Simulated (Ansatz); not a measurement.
Input and command of a calculation in Ansatz (plane waves; scalar-relativistic PAW potentials unless the input names others):

```yaml
crystal:
  lattice:
    - [3.2793714681, 0.0006431911, 0.0]
    - [-1.6391287142, 2.8388467623, 0.0]
    - [0.0, 0.0, 12.7819849257]
  atoms:
    - { symbol: W, position: [0.3326808846, 0.6663452807, 0.25] }
    - { symbol: W, position: [0.6673191154, 0.3336547193, 0.75] }
    - { symbol: Se, position: [0.3338075754, 0.6668774563, 0.6182266752] }
    - { symbol: Se, position: [0.6661924246, 0.3331225437, 0.1182266752] }
    - { symbol: Se, position: [0.3338075754, 0.6668774563, 0.8817733248] }
    - { symbol: Se, position: [0.6661924246, 0.3331225437, 0.3817733248] }
basis:
  ecutwfc: "36.7 Ry"
kpoints:
  mp_grid: { grid: [12, 12, 2], shift: [0.5, 0.5, 0.5] }
hamiltonian:
  xc: pbe
  dispersion: d3bj
scf:
  occupations: { method: gaussian, width: 0.05 }
output:
  forces: true
  eigenvalues: true
  stress: true
```

```bash
ansatz run input.yaml --threads 2 --pin off --max-ram 5120MiB --backend cpu --events-out ev --progress --plain --runs-dir out
```

Abridged log:
```
Basis set: ecut = 499.32893761 eV, 2949 PW (Γ), exchange–correlation on 48×48×192 points (8 copies of the dense FFT grid, shifted against one another)
Bands: 56, of which v1, the nominal top of the filled ones, is band 46 counted from 1 (45 counted from 0)
Symmetry: 4 space group operations
k-points: 72 of 288
SCF iter   1: F=—  HF=-42652.003362 eV  |F-HF|=—  |Δ(HF+E_count)|=         —  Δρ=4.44e-3  dr2=7.95e-3  ethr=1.77e-3  ⟨swp⟩=6.3  Hψ=14517  notcnv=0  defer=3
SCF iter   2: F=—  HF=-42652.011917 eV  |F-HF|=—  |Δ(HF+E_count)|=   8.55e-3  Δρ=2.57e-3  dr2=1.93e-3  ethr=8.64e-6  ⟨swp⟩=2.0  Hψ=6055  notcnv=0  defer=39
SCF iter   3: F=—  HF=-42652.015951 eV  |F-HF|=—  |Δ(HF+E_count)|=   4.03e-3  Δρ=7.73e-4  dr2=8.56e-4  ethr=2.10e-6  ⟨swp⟩=2.0  Hψ=5160  notcnv=0  defer=15
automatic band count: iteration 3 solves 55 bands in place of 56: the levels show a gap, and the empty bands left out lie too high to hold charge; the band table lists the bands solved (type scf.n_extra_bands for more)
SCF iter   4: F=—  HF=-42652.016136 eV  |F-HF|=—  |Δ(HF+E_count)|=   1.85e-4  Δρ=8.02e-5  dr2=4.64e-6  ethr=9.30e-7  ⟨swp⟩=2.0  Hψ=4872  notcnv=0  defer=15
SCF iter   5: F=—  HF=-42652.016130 eV  |F-HF|=—  |Δ(HF+E_count)|=   5.70e-6  Δρ=3.74e-5  dr2=1.19e-6  ethr=5.04e-9  ⟨swp⟩=2.0  Hψ=7032  notcnv=0  defer=15
SCF iter   6: F=—  HF=-42652.016132 eV  |F-HF|=—  |Δ(HF+E_count)|=   1.84e-6  Δρ=9.89e-6  dr2=1.21e-7  ethr=1.30e-9  ⟨swp⟩=2.0  Hψ=7032  notcnv=0  defer=15
SCF iter   7: F=-42652.016132 eV  HF=-42652.016132 eV  |F-HF|=2.14e-8  |Δ(HF+E_count)|=   1.61e-7  Δρ=3.48e-6  dr2=1.46e-8  ethr=1.09e-10  ⟨swp⟩=7.7  Hψ=13547  notcnv=0
SCF 1 converged in 7 iterations: F = -42652.016132 eV  dr2 = 1.46e-8
SCF converged after 7 iterations
Free energy (F): -42652.016132 eV
Harris-Foulkes:  -42652.016132 eV  (|F-HF|=2.14e-8)
Internal energy: -42652.016132 eV  (E = F + TS)
E sigma→0 (E₀):  -42652.016132 eV
Fermi energy:    13.826184 eV
  E_disp       = -2.855449  (pairwise vdW)
--- Forces (eV/Å), atoms counted from 1 ---
  atom   1  W      0.00507878     0.00390999     0.00000000
  atom   2  W     -0.00507878    -0.00390999     0.00000000
  atom   3  Se     0.00186856     0.00158582     0.00136283
  atom   4  Se    -0.00186856    -0.00158582     0.00136283
  atom   5  Se     0.00186856     0.00158582    -0.00136283
  atom   6  Se    -0.00186856    -0.00158582    -0.00136283
--- Stress (GPa, compression-positive) ---
       -0.017052      -0.028372       0.000000
       -0.028372       0.026385       0.000000
        0.000000       0.000000      -0.000937
  P = ⅓ Tr σ = 0.0028 GPa (0.028 kbar)
```

Apart from outputs, empty bands and the relaxation, which only the reference makes, the input differs from a reference run on usual settings in kpoints.mp_grid.shift: not typed → [0.5, 0.5, 0.5]; basis.ecutwfc: 420 → "36.7 Ry". The reference, at the same geometry, ended its own course with pressure 0.02 GPa, largest force 0.006 eV/Å, gap on the mesh 0.89 eV. This run converged in 7 SCF iterations with an energy at zero smearing 0.78 meV/atom below the reference's, pressure 0.00 GPa, largest force 0.006 eV/Å, gap on the mesh 1.11 eV.

It took 10 s on 2 threads of Intel(R) Xeon(R) Platinum 8488C (Sapphire Rapids), on a shared host, peak memory 0.77 GiB.